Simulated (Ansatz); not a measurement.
InP:

```xyz
2
Lattice="0.0000 2.9305 2.9305 2.9305 0.0000 2.9305 2.9305 2.9305 0.0000" Properties=species:S:1:pos:R:3 pbc="T T T"
In    0.0000    0.0000    0.0000
P     4.3957    4.3957    4.3957
```

Program: Ansatz 0.2.0. Alike in all runs: cell as given. Hardware: 1 thread of Arm Neoverse V2, on a shared host.

Question: Order these runs on this cell by their wall time, lowest first.
A. task single point; level PBE; potentials or basis all-electron LAPW, scalar-relativistic; spin off; k mesh 6 × 6 × 6; cutoff (eV) 204; smearing fermi-dirac 0.06 eV; basis error allowed 0.004 eV/atom; mesh quality not flagged
B. task single point; level PBE; potentials or basis all-electron LAPW, scalar-relativistic; spin off; k mesh 3 × 3 × 3; cutoff (eV) 204; smearing fermi-dirac 0.06 eV; basis error allowed 0.004 eV/atom; mesh quality coarse
C. task band structure; level LDA; potentials or basis all-electron LAPW, relativistic spinors; spin SOC, no magnetisation; k mesh 6 × 6 × 6; cutoff (eV) 245; smearing fermi-dirac 0.05 eV; basis error allowed 0.001 eV/atom; mesh quality not flagged
D. task single point; level PBEsol; potentials or basis all-electron LAPW, scalar-relativistic; spin off; k mesh 8 × 8 × 8; cutoff (eV) 245; smearing gaussian 0.05 eV; basis error allowed 0.001 eV/atom; mesh quality not flagged

Answer: B (1.6 s), A (3.7 s), D (8.3 s), C (53 s).

Caveats: some runs use coarse meshes.

Not every run made on this cell is shown here.
